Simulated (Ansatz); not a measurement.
Zincblende BeTe was put through Ansatz (plane waves). The cell was relaxed with r2SCAN and then strained (epitaxial -1.0 % in the plane normal to [111], free normal strain +0.38 %), with the atoms relaxed again with r2SCAN; k points keep the names of the unstrained zone.

The cell given to it:
```cif
data_structure
_symmetry_space_group_name_H-M 'P 1'
_symmetry_Int_Tables_number 1
_cell_length_a 3.9972
_cell_length_b 3.9972
_cell_length_c 3.9972
_cell_angle_alpha 59.389
_cell_angle_beta 59.389
_cell_angle_gamma 59.389
_cell_volume 44.53
loop_
_atom_site_label
_atom_site_type_symbol
_atom_site_fract_x
_atom_site_fract_y
_atom_site_fract_z
_atom_site_occupancy
Be1 Be 0.00052 0.00052 0.00052 1
Te1 Te 0.24948 0.24948 0.24948 1
```

The log, with set-up remarks and timings taken out:
```
Functional definition: r2SCAN
Crystal: 2 atoms, lattice volume = 44.533 Å³
Basis set: ecut = 500 eV, 1139 PW (Γ)
Bands: 13, of which v1, the nominal top of the filled ones, is band 9 counted from 1 (8 counted from 0)
Symmetry: 6 space group operations
k-points: 68 of 216 (irreducible under 2 space group operations, time reversal used)
SCF 1 converged in 8 iterations: F = -7089.080032 eV  dr2 = 1.06e-11
SCF 1 converged in 3 iterations: F = -7089.085947 eV  dr2 = 9.43e-8
Free energy (F): -7089.080032 eV
Fermi energy:    7.328091 eV
--- Per-component energies (eV) ---
  E_band       = -279.706009
  E_kinetic    = 199.684108
  E_local      = -1367.307299
  E_nonlocal   = -305.495354
  E_hartree    = 856.654538
  E_xc         = -133.669680
  E_vxc        = -133.173378
  E_paw        = -4748.209160
  E_vpaw       = -394.286481
  E_vtau       = 7.563254
  E_ewald      = -1591.009982
  E_core_change = 0.272828
--- Dielectric response (ions clamped): 3 representative field directions + reference, inside a basis on a mesh of 1000 k-points ---
  ε∞ (high-frequency dielectric tensor):
        6.913603     0.019537     0.019537
        0.019537     6.913603     0.019537
        0.019537     0.019537     6.913603
  Born effective charges Z* (e; rows j = field, columns β = displacement):
    site 0:
         1.41044    0.01648    0.01648
         0.01648    1.41044    0.01648
         0.01648    0.01648    1.41044
    site 1:
        -1.41044   -0.01648   -0.01648
        -0.01648   -1.41044   -0.01648
        -0.01648   -0.01648   -1.41044
  ε∞ is read to err by 2.3e-2, Z* by 1.8e-2 e
```

Question: What input produced it? Give the YAML.

Answer:
```yaml
crystal:
  # lattice and atoms as above
kpoints:
  mp_grid: { grid: [6, 6, 6] }
hamiltonian:
  xc: r2scan
scf:
  occupations: { method: fixed }
dielectric: {}
```
A response with clamped ions alone is the dielectric block. The term E_vtau belongs to a meta-GGA, which reads the kinetic-energy density. Keys that aren't typed take their defaults; thresholds and the kind of smearing can't be read off these lines.

Run as `ansatz run input.yaml --threads 2 --pin off --max-ram 18432MiB --backend cpu --events-out ev --progress --plain --runs-dir out`. It took 37 s on 2 threads of AMD EPYC 7R13 Processor (Zen 3), with other jobs on the host, load about 1.0 per core; peak host memory 0.95 GiB.

Spin-unpolarised throughout; all numbers are computed.
